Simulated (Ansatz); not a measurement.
**CdSe (Cadmoselite): single point with PBE**

**Experimental background.**

From a printed reference work, data compilation, for a bulk crystal of CdSe at 2 K: band gap 1.841 eV.

CdSe (Cadmoselite):

```
Cd Se
1.0
     4.30000    0.00000    0.00000
    -2.15000    3.72391    0.00000
     0.00000    0.00000    7.02000
Cd Se
2 2
Direct
  0.66667 0.33333 0.50000
  0.33333 0.66667 0.00000
  0.66667 0.33333 0.88500
  0.33333 0.66667 0.38500
```

* Program: Ansatz 0.2.0
* Task: single point
* Functional: PBE
* Potentials or basis: Ansatz PAW
* Cutoff: 420 eV (not typed: the program's choice for these potentials)
* k mesh: 7 × 7 × 4
* Occupations: gaussian, width 0.011 eV
* Spin: no spin polarisation

The pressure is 3.0 GPa. The largest force is 0.282 eV/Å and the band gap on the k mesh is 0.70 eV, direct.

Forces on the atoms (eV/Å):
```
Cd   0.000  0.000  0.282
Cd   0.000  0.000  0.282
Se   0.000  0.000 -0.282
Se   0.000  0.000 -0.282
```

Stress tensor (GPa, compression positive):
```
3.69 0.00 0.00
0.00 3.69 0.00
0.00 0.00 1.66
```

Levels at points of the mesh, in eV from the valence-band top:
| k point | band 33 | band 34 | band 35 | band 36 | band 37 | band 38 | band 39 | band 40 |
| --- | --- | --- | --- | --- | --- | --- | --- | --- |
| (0.00, 0.00, 0.00) | -0.72 | -0.01 | 0.00 | 0.00 | 0.70 | 2.12 | 5.89 | 5.89 |
| (0.00, 0.00, -0.50) | -0.37 | -0.37 | -0.37 | -0.37 | 2.34 | 2.34 | 5.82 | 5.82 |

Run time: 9.3 s on 2 threads of Intel(R) Xeon(R) Processor @ 2.50GHz (Skylake/Cascade Lake) (shared host), peak memory 0.42 GiB.

A measured gap of CdSe is 1.841 eV (2 K; a printed reference work, data compilation); the calculated 0.70 eV misses it by -1.14 eV. So large a miss can be the level of theory's own, or it may mean another phase, state or a wrong row. Spin-orbit coupling on Cd, Se is left out. The value is that of PBE, without temperature or zero-point motion. Semilocal functionals fall short of measured gaps as a rule.

Caveat: odd divisions of the mesh miss points on the zone boundary, where band edges often lie, so the gap on the mesh can be too wide.
